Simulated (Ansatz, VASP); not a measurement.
## Two plane-wave programs on Ca

INCAR

```
ALGO = Fast
EDIFF = 1E-6
ENCUT = 520
ISIF = 2
ISMEAR = 0
LASPH = True
LCHARG = False
LREAL = False
LWAVE = False
NBANDS = 11
NELM = 100
PREC = Accurate
SIGMA = 0.1
```

The input KPOINTS:

```
k-points
0
Gamma
  9 9 9
```

The input POSCAR:

```
Ca
1.0
   -2.2052049036      2.2052049036      2.1961148100
    2.2052049036     -2.2052049036      2.1961148100
    2.2052049036      2.2052049036     -2.1961148100
Ca
1
Direct
    0.5000000000      0.5000000000      0.0000000000
```

Contents of input.yaml:

```yaml
crystal:
  lattice:
    - [-2.2052049036, 2.2052049036, 2.19611481]
    - [2.2052049036, -2.2052049036, 2.19611481]
    - [2.2052049036, 2.2052049036, -2.19611481]
  atoms:
    - { symbol: Ca, position: [0.5, 0.5, 0.0] }
hamiltonian:
  xc: lda
  pseudopotentials: { kind: paw }
kpoints:
  mp_grid: { grid: [9, 9, 9] }
scf:
  occupations: { method: gaussian, width: 0.1 }
output:
  forces: true
  stress: true
  eigenvalues: true
```

This isn't the form of Ca at room conditions, which is fcc.

Alike in both runs: task single point; functional LDA; k mesh 9 × 9 × 9; occupations gaussian, width 0.1 eV; no spin polarisation.

|  | VASP | Ansatz |
| --- | --- | --- |
| version | VASP 6.6.1 | Ansatz 0.2.0 |
| potentials or method | VASP PAW LDA potentials, release 64 (Ca_sv) | Ansatz PAW |
| plane-wave cutoff (eV) | 520 | 420 |
| valence electrons in the cell | 10 | 10 |

|  | VASP | Ansatz | Ansatz less VASP |
| --- | --- | --- | --- |
| gap on the k mesh at the Fermi level (eV) | none | none | - |
| pressure (GPa) | -1.9 | -1.9 | 0.00 |

A gap of «none» marks a metal or a gap that the smearing closes.

Caveats: the PAW data sets come from PBE, with cores solved anew for the run's functional, which leaves a small shift of forces and pressure (Ansatz).
